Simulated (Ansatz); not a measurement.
## Ge: strain energy, fitted

Ge, P6_3/mmc, a = 4.058 Å, c = 6.693 Å. This isn't the element's structure at ambient conditions. Ansatz: PBE, PAW, 420 eV, Γ-centred 12×12×8 mesh on 4 atoms, Gaussian smearing 0.10 eV; no spin polarisation. Series: strain along c alone, the other axes held, atoms relaxed; x is the strain in per cent. y is the free energy over the unstrained cell, V0 = 23.863 Å³/atom.

```tsv
x (%)	y (meV/atom)
-4.5	?
-3.0	10.29
-1.5	2.50
0.0	0.00
1.5	2.36
3.0	9.10
4.5	19.73
```

Task: Fit y = c2 x² + c3 x³ to the other rows, turn c2 into a modulus, and predict the missing energy.

Result: Least squares on the rows shown. y = 1.0763 x² − 0.022570 x³. In eV per unit strain² c2 is 10.76; this is C33 with relaxed ions (E = ½ C33 V0 ε²): 2 × 10.76 × 160.2 / (23.863) = 145 GPa. At x = -4.5 the fit asked for gives 23.85 meV/atom. The run gave 23.78 meV/atom, so the fit is 0.07 meV/atom too high, a small miss on the scale of the series.